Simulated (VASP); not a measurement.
# Be (P6_3/mmc) in VASP: equation of state

How stiff is Be in PBE, and what volume does it want? The cell is scaled to several volumes.

Program: VASP 6.6.1. These are calculated values, not measurements. Logs are shortened: lines on timing, memory, paths and dates and some standing lists are left out, and cuts for length are marked.

## 1. Starting point

Symmetry: P6_3/mmc, No. 194, hexagonal system. The conventional cell has a = 2.285 Å, b = 2.285 Å, c = 3.584 Å, α = 90.00°, β = 90.00°, γ = 120.00°. Around Be (site symmetry -6m2) lie 12 Be at 2.23 to 2.29 Å.

## 2. Equation of state, PBE, 7.62 Å³/atom (volume scaled by 0.94)

File INCAR:

```
SYSTEM = Be
  PREC = Accurate
  ENCUT = 520
  EDIFF = 1E-7
  ISMEAR = -1
  SIGMA = 0.05
  LREAL = .FALSE.
  LASPH = .TRUE.
  NELM = 100
  ALGO = Normal
  ISIF = 2
  LWAVE = .FALSE.
  LCHARG = .FALSE.
  GGA = PE
  NBANDS = 9
```

File KPOINTS:

```
Automatic mesh
0
G
  13 13 8
  0 0 0
```

File POSCAR:

```
Be
1.0
    2.2386481342      0.0000000000      0.0000000000
   -1.1193240671      1.9387261544      0.0000000000
    0.0000000000      0.0000000000      3.5110325309
Be
2
Direct
    0.6666666667      0.3333333333      0.7500000000
    0.3333333333      0.6666666667      0.2500000000
```

Potentials or basis: VASP PAW PBE potentials, release 64 (Be).

Launch:

```
> cat potpaw_PBE.64/Be/POTCAR > POTCAR
> mpirun -np 1 vasp_std > vasp.out
```

OUTCAR:

```text
SYSTEM = Be
   PREC = Accurate
   ENCUT = 520
   EDIFF = 1E-7
   ISMEAR = -1
   LREAL = .FALSE.
   LASPH = .TRUE.
   NELM = 100
   ISIF = 2
   GGA = PE

 ion  position               nearest neighbor table
   1  0.667  0.333  0.750-   2 2.18   2 2.18   2 2.18   2 2.18   2 2.18   2 2.18
   2  0.333  0.667  0.250-   1 2.18   1 2.18   1 2.18   1 2.18   1 2.18   1 2.18

  LATTYP: Found a hexagonal cell.
 ALAT       =     2.2386481342
 C/A-ratio  =     1.5683717674

  Lattice vectors:

 A1 = (   2.2386481342,   0.0000000000,   0.0000000000)
 A2 = (  -1.1193240671,   1.9387261544,   0.0000000000)
 A3 = (   0.0000000000,   0.0000000000,   3.5110325309)

Analysis of symmetry for initial positions (statically):
=====================================================================
 Subroutine PRICEL returns:
 Original cell was already a primitive cell.

 Routine SETGRP: Setting up the symmetry group for a
 hexagonal supercell.

 Subroutine GETGRP returns: Found 24 space group operations
 (whereof 12 operations were pure point group operations)
 out of a pool of 24 trial point group operations.

The static configuration has the point symmetry D_3d.
 The point group associated with its full space group is D_6h.

Analysis of symmetry for dynamics (positions and initial velocities):
=====================================================================
 Subroutine PRICEL returns:
 Original cell was already a primitive cell.

 Routine SETGRP: Setting up the symmetry group for a
 hexagonal supercell.

 Subroutine GETGRP returns: Found 24 space group operations
 (whereof 12 operations were pure point group operations)
 out of a pool of 24 trial point group operations.

The dynamic configuration has the point symmetry D_3d.
 The point group associated with its full space group is D_6h.

 Subroutine INISYM returns: Found 24 space group operations
 (whereof 12 operations are pure point group operations),
 and found     1 'primitive' translations

----------------------------------------------------------------------------------------

                                     Primitive cell

  volume of cell :      15.2383

  direct lattice vectors                    reciprocal lattice vectors
     2.238648134  0.000000000  0.000000000     0.446698159  0.257901302  0.000000000
    -1.119324067  1.938726154  0.000000000     0.000000000  0.515802605  0.000000000
     0.000000000  0.000000000  3.511032531     0.000000000  0.000000000  0.284816501

  length of vectors
     2.238648134  2.238648134  3.511032531     0.515802605  0.515802605  0.284816501

  position of ions in fractional coordinates (direct lattice)
     0.666666667  0.333333333  0.750000000
     0.333333333  0.666666667  0.250000000

  ion indices of the primitive-cell ions
   primitive index   ion index
                 1           1
                 2           2

----------------------------------------------------------------------------------------

 KPOINTS: Automatic mesh

Automatic generation of k-mesh.
 Grid dimensions read from file:
 generate k-points for:   13   13    8

 Generating k-lattice:

  Cartesian coordinates                     Fractional coordinates (reciprocal lattice)
     0.034361397  0.019838562  0.000000000     0.076923077  0.000000000  0.000000000
     0.000000000  0.039677123  0.000000000     0.000000000  0.076923077  0.000000000
     0.000000000  0.000000000  0.035602063     0.000000000  0.000000000  0.125000000

  Length of vectors
     0.039677123  0.039677123  0.035602063

  Shift w.r.t. Gamma in fractional coordinates (k-lattice)
     0.000000000  0.000000000  0.000000000

 Subroutine IBZKPT returns following result:
 ===========================================

 Found    105 irreducible k-points:

 Following reciprocal coordinates:
            Coordinates               Weight
  0.000000  0.000000  0.000000      1.000000
  0.076923  0.000000  0.000000      6.000000
  0.153846  0.000000  0.000000      6.000000
  0.230769  0.000000  0.000000      6.000000
  0.307692  0.000000  0.000000      6.000000
  0.384615  0.000000  0.000000      6.000000
[... 42 lines left out ...]
  0.461538  0.000000  0.250000     12.000000
  0.076923  0.076923  0.250000     12.000000
 [... further k-points ...]
   k-points           NKPTS =    105   k-points in BZ     NKDIM =    105   number of bands    NBANDS=      9
   number of dos      NEDOS =    301   number of ions     NIONS =      2
   total plane-waves  NPLWV =   9072
   dimension x,y,z NGX =    18 NGY =   18 NGZ =   28
   dimension x,y,z NGXF=    36 NGYF=   36 NGZF=   56
   ions per type =               2
   NGX,Y,Z   is equivalent  to a cutoff of  13.37, 13.37, 13.26 a.u.
   NGXF,Y,Z  is equivalent  to a cutoff of  26.73, 26.73, 26.52 a.u.
 SYSTEM =  Be
   PREC   = accura    normal or accurate (medium, high low for compatibility)
   ISTART =      0    job   : 0-new  1-cont  2-samecut
   ICHARG =      2    charge: 1-file 2-atom 10-const
   ISPIN  =      1    spin polarized calculation?
   LNONCOLLINEAR =      F non collinear calculations
   LSORBIT =      F    spin-orbit coupling
   LASPH  =      T    aspherical Exc in radial PAW
   ENCUT  =  520.0 eV  38.22 Ry    6.18 a.u.   4.16  4.16  6.53*2*pi/ulx,y,z
   NELM   =    100;   NELMIN=  2; NELMDL= -5     # of ELM steps
   EDIFF  = 0.1E-06   stopping-criterion for ELM
   LREAL  =      F    real-space projection
   EDIFFG = 0.1E-05   stopping-criterion for IOM
   NSW    =      0    number of steps for IOM
   IBRION =     -1    ionic relax: 0-MD 1-quasi-New 2-CG
[... 8 lines left out ...]
   EMIN   =  10.00;   EMAX   =-10.00  energy-range for DOS
   EFERMI =   0.00;   METHOD = LEGACY
   ISMEAR =    -1;   SIGMA  =   0.05  broadening in eV -4-tet -1-fermi 0-gaus
   EFERMI_NEDOS =   21; number of points for ismear=-14 and -15
   IALGO  =     38    algorithm
   IMIX   =      4    mixing-type and parameters
     AMIX     =   0.40;   BMIX     =  1.00
     AMIX_MAG =   1.60;   BMIX_MAG =  1.00
  volume/ion in A,a.u.               =       7.62        51.42
  Fermi-wavevector in a.u.,A,eV,Ry     =   1.048212  1.980833 14.949378  1.098748
  Thomas-Fermi vector in A             =   2.183124
   LORBIT       =      0    0 simple, 1 ext, 2 COOP (PROOUT), +10 PAW based schemes
   GGA     = PE    functional components
   LHFCALC =     F    Hartree Fock is set to
   AEXX    =    0.0000 exact exchange contribution
   IVDW    =     0    specifies the selected vdW correction
   LEPSILON=     F    determine dielectric tensor
   LRPA    =     F    only Hartree local field effects (RPA)
 non-spin polarized calculation
  energy-cutoff  :      520.00
  volume of cell :       15.24
 maximum number of plane-waves:       424
 NGX is ok and might be reduce to    18
   NGX =  9   NGY =  9   NGZ = 13

 number of electron       4.0000000 magnetization

 Free energy of the ion-electron system (eV)
  ---------------------------------------------------
  ext. energy  EPLUGINS =         0.00000000
  ---------------------------------------------------
  free energy    TOTEN  =        -7.52193995 eV

  energy without entropy =       -7.52095140  energy(sigma->0) =       -7.52144568

 E-fermi :   7.1601     XC(G=0): -10.7275

 val. band max:        7.0796021332   @ k =   0.2308   0.1538   0.0000
 cond. band min:       7.2425282896   @ k =   0.3077   0.1538   0.0000
 fundamental gap:      0.1629261564
 Fermi energy:         7.1600971956

 k-point     1 :       0.0000    0.0000    0.0000
  band No.  band energies     occupation
      1      -4.2234      2.00000
      2       2.7955      2.00000
      3       8.6407      0.00000
      4      23.7166      0.00000
      5      23.7166      0.00000
      6      26.6605      0.00000
      7      26.6605      0.00000
      8      28.9792      0.00000
      9      35.0035      0.00000

 k-point     2 :       0.0769    0.0000    0.0000
  band No.  band energies     occupation
      1      -4.0514      2.00000
      2       3.0235      2.00000
      3       8.6841      0.00000
      4      22.3361      0.00000
      5      22.7204      0.00000
      6      26.6830      0.00000
      7      27.1501      0.00000
      8      28.6195      0.00000
      9      32.7284      0.00000

 k-point     3 :       0.1538    0.0000    0.0000
  band No.  band energies     occupation
      1      -3.5348      2.00000
      2       3.7064      2.00000
      3       8.7872      0.00000
      4      19.3929      0.00000
      5      21.0395      0.00000
      6      26.5011      0.00000
      7      27.2415      0.00000
      8      27.2431      0.00000
      9      29.6235      0.00000

 k-point     4 :       0.2308    0.0000    0.0000
  band No.  band energies     occupation
      1      -2.6732      2.00000
      2       4.8391      2.00000
      3       8.8042      0.00000
      4      16.3578      0.00000
      5      19.4884      0.00000
      6      24.4997      0.00000
      7      25.0007      0.00000
      8      26.6176      0.00000
      9      27.8028      0.00000
[... 397 lines left out ...]
 k-point    38 :       0.3846    0.1538    0.1250
  band No.  band energies     occupation
      1       2.4498      2.00000
      2       5.1584      2.00000
      3      10.2305      0.00000
      4      12.5738      0.00000
      5      13.1944      0.00000
      6      16.6146      0.00000
      7      21.2162      0.00000
      8      22.6100      0.00000
      9      26.2001      0.00000

 k-point    39 :       0.2308    0.2308    0.1250
  band No.  band energies     occupation
      1       0.5856      2.00000
      2       6.8312      1.99722
      3      10.4232      0.00000
      4      10.4892      0.00000
      5      14.8960      0.00000
      6      18.6841      0.00000
      7      21.4968      0.00000
      8      23.7256      0.00000
      9      25.5335      0.00000

 k-point    40 :       0.3077    0.2308    0.1250
  band No.  band energies     occupation
      1       2.2899      2.00000
      2       6.7146      1.99973
      3       8.8959      0.00000
      4      11.3328      0.00000
      5      14.0609      0.00000
      6      16.7418      0.00000
      7      21.1740      0.00000
      8      22.6800      0.00000
      9      24.1887      0.00000

 [... further k-points ...]
[... 5 lines left out ...]
  --------------------------------------------------------------------------------------
  -------------------------------------------------------------------------------------
  Total        0.4906383      0.4906383      0.4956802      0.0000000     -0.0000000      0.0000000
  in kB       51.5863625     51.5863625     52.1164736      0.0000000     -0.0000000      0.0000000
  external PRESSURE =      51.7630662 kB  Pullay stress =       0.0000000 kB

 VOLUME and BASIS-vectors are now :
 -----------------------------------------------------------------------------
  energy-cutoff  :      520.00
  volume of cell :       15.24
      direct lattice vectors                 reciprocal lattice vectors
     2.238648134  0.000000000  0.000000000     0.446698159  0.257901302  0.000000000
    -1.119324067  1.938726154  0.000000000     0.000000000  0.515802605  0.000000000
     0.000000000  0.000000000  3.511032531     0.000000000  0.000000000  0.284816501

 POSITION                                       TOTAL-FORCE (eV/Angst)
 -----------------------------------------------------------------------------------
      1.11932      0.64624      2.63327         0.000000     -0.000000      0.000000
     -0.00000      1.29248      0.87776        -0.000000      0.000000      0.000000
 -----------------------------------------------------------------------------------
    total drift:                                0.000000     -0.000000      0.000000

  FREE ENERGIE OF THE ION-ELECTRON SYSTEM (eV)
  ---------------------------------------------------
  free  energy   TOTEN  =        -7.5219399492 eV

  energy  without entropy=       -7.5209514021  energy(sigma->0) =       -7.52144568
```

Wall time 15 s (1 thread of AMD EPYC 7R43 (Zen 3), shared host); peak memory 0.09 GiB.

What came out:

* Free energy: -7.5219 eV
* Pressure: 5.2 GPa
* Band gap on the k mesh: none (metal or under the smearing width)

## 3. Equation of state, PBE, 7.78 Å³/atom (volume scaled by 0.96)

File INCAR:

```
PREC = Accurate ; ENCUT = 520
EDIFF = 1E-7 ; ISMEAR = -1
SIGMA = 0.05 ; LREAL = False
LASPH = True ; NELM = 80
ALGO = Normal ; ISIF = 2
LWAVE = False ; LCHARG = False
GGA = PE ; NBANDS = 9
```

File KPOINTS:

```
Automatic mesh
0
Gamma
  13 13 8
```

File POSCAR:

```
Be
1.0
    2.2544137814      0.0000000000      0.0000000000
   -1.1272068907      1.9523796054      0.0000000000
    0.0000000000      0.0000000000      3.5357589267
Be
2
Direct
    0.6666666667      0.3333333333      0.7500000000
    0.3333333333      0.6666666667      0.2500000000
```

Potentials or basis: VASP PAW PBE potentials, release 64 (Be).

Launch:

```
> cat potpaw_PBE.64/Be/POTCAR > POTCAR
> mpirun -np 1 vasp_std > vasp.out
```

Run time: 16 s. Hardware: 1 thread of AMD EPYC 7R43 (Zen 3), shared host; peak memory 0.09 GiB.

The run converged. Its results:

```yaml
Free_energy: -7.5295 eV
Pressure: 2.3 GPa
Band_gap_on_the_k_mesh: none (metal or under the smearing width)
```

## 4. Equation of state, PBE, 7.94 Å³/atom (volume scaled by 0.98)

File INCAR:

```
PREC = Accurate
ENCUT = 520
EDIFF = 1E-7
ISMEAR = -1
SIGMA = 0.05
LREAL = False
LASPH = True
NELM = 80
ALGO = Normal
ISIF = 2
LWAVE = False
LCHARG = False
GGA = PE
NBANDS = 9
```

File KPOINTS:

```
regular mesh
0
Gamma
  13 13 8
```

File POSCAR:

```
Be
1.0
    2.2699619540      0.0000000000      0.0000000000
   -1.1349809770      1.9658447178      0.0000000000
    0.0000000000      0.0000000000      3.5601442416
Be
2
Direct
    0.6666666667      0.3333333333      0.7500000000
    0.3333333333      0.6666666667      0.2500000000
```

Launch:

```
> cat potpaw_PBE.64/Be/POTCAR > POTCAR
> mpirun -np 1 vasp_std > vasp.out
```

It took 18 s on 1 thread of AMD EPYC 7R43 (Zen 3), shared host; peak memory 0.09 GiB.

It converged, with:

* Free energy: -7.5315 eV
* Pressure: -0.3 GPa
* Band gap on the k mesh: none (metal or under the smearing width)

## 5. Equation of state, PBE, 8.27 Å³/atom (volume scaled by 1.02)

File INCAR:

```
SYSTEM = Be
PREC = Accurate
ENCUT = 520
EDIFF = 1E-7
ISMEAR = -1
SIGMA = 0.05
LREAL = .False.
LASPH = .True.
NELM = 100
ALGO = Normal
ISIF = 2
LWAVE = .False.
LCHARG = .False.
GGA = PE
NBANDS = 9
```

File KPOINTS:

```
regular mesh
0
Gamma
  13 13 8
  0 0 0
```

File POSCAR:

```
Be
1.0
    2.3004348782      0.0000000000      0.0000000000
   -1.1502174391      1.9922350443      0.0000000000
    0.0000000000      0.0000000000      3.6079371156
Be
2
Direct
    0.6666666667      0.3333333333      0.7500000000
    0.3333333333      0.6666666667      0.2500000000
```

Launch:

```
> cat potpaw_PBE.64/Be/POTCAR > POTCAR
> mpirun -np 1 vasp_std > vasp.out
```

Run time: 26 s. Hardware: 1 thread of AMD EPYC 7R43 (Zen 3), shared host; peak memory 0.09 GiB.

Results (log left out):

* Free energy: -7.5208 eV
* Pressure: -4.9 GPa
* Band gap on the k mesh: none (metal or under the smearing width)

## 6. Equation of state, PBE, 8.43 Å³/atom (volume scaled by 1.04)

File INCAR:

```
SYSTEM = Be
PREC = Accurate
ENCUT = 520
EDIFF = 1E-7
ISMEAR = -1
SIGMA = 0.05
LREAL = .FALSE.
LASPH = .TRUE.
NELM = 60
ALGO = Normal
ISIF = 2
LWAVE = .FALSE.
LCHARG = .FALSE.
GGA = PE
NBANDS = 9
```

File KPOINTS:

```
Automatic mesh
0
G
  13 13 8
  0 0 0
```

File POSCAR:

```
Be
1.0
    2.3153731856      0.0000000000      0.0000000000
   -1.1576865928      2.0051719980      0.0000000000
    0.0000000000      0.0000000000      3.6313659352
Be
2
Direct
    0.6666666667      0.3333333333      0.7500000000
    0.3333333333      0.6666666667      0.2500000000
```

Potentials or basis: VASP PAW PBE potentials, release 64 (Be).

Launch:

```
> cat potpaw_PBE.64/Be/POTCAR > POTCAR
> mpirun -np 1 vasp_std > vasp.out
```

It took 15 s on 1 thread of AMD EPYC 7R43 (Zen 3), shared host; peak memory 0.09 GiB.

The run converged. Its results:

```
Free energy            : -7.5089 eV
Pressure               : -6.9 GPa
Band gap on the k mesh : none (metal or under the smearing width)
```

## 7. Equation of state, PBE, 8.59 Å³/atom (volume scaled by 1.06)

File INCAR:

```
PREC     = Accurate       # precision mode
ENCUT    = 520            # plane-wave cutoff, eV
EDIFF    = 1E-7           # SCF threshold, eV
ISMEAR   = -1             # smearing method
SIGMA    = 0.05           # smearing width, eV
LREAL    = False          # projectors in reciprocal space
LASPH    = True           # aspherical terms in the spheres
NELM     = 60             # most SCF steps
ALGO     = Normal         # electronic algorithm
ISIF     = 2              # what is computed and relaxed
LWAVE    = False          # write WAVECAR
LCHARG   = False          # write CHGCAR
GGA      = PE             # functional
NBANDS   = 9              # bands
```

File KPOINTS:

```
Automatic mesh
0
Gamma
  13 13 8
```

File POSCAR:

```
Be
1.0
    2.3301211831      0.0000000000      0.0000000000
   -1.1650605915      2.0179441385      0.0000000000
    0.0000000000      0.0000000000      3.6544962781
Be
2
Direct
    0.6666666667      0.3333333333      0.7500000000
    0.3333333333      0.6666666667      0.2500000000
```

Launch:

```
> cat potpaw_PBE.64/Be/POTCAR > POTCAR
> mpirun -np 1 vasp_std > vasp.out
```

Wall time 14 s (1 thread of AMD EPYC 7R43 (Zen 3), shared host); peak memory 0.09 GiB.

The run converged. Its results:

| Property | Result |
| --- | --- |
| Free energy | -7.4932 eV |
| Pressure | -8.7 GPa |
| Band gap on the k mesh | none (metal or under the smearing width) |

## 8. Equation of state, PBE

Potentials or basis: VASP PAW PBE potentials, release 64 (Be).

This step only gathers the single runs of the series.

What came out:

```yaml
Equilibrium_volume: 7.93 Å³/atom
Bulk_modulus_at_fixed_shape_and_positions: 123 GPa
Pressure_derivative_of_the_bulk_modulus: 3.3
```

Energy against volume, from the lowest point:
| volume (Å³/atom) | energy (meV/atom) |
| --- | --- |
| 7.619 | 4.79 |
| 7.781 | 1.01 |
| 7.943 | 0.00 |
| 8.105 | 1.51 |
| 8.268 | 5.34 |
| 8.430 | 11.29 |
| 8.592 | 19.18 |

Caveat: the cell was scaled at fixed shape and fractional positions, which overstates the stiffness of a crystal with free parameters, most of all of layers and chains.
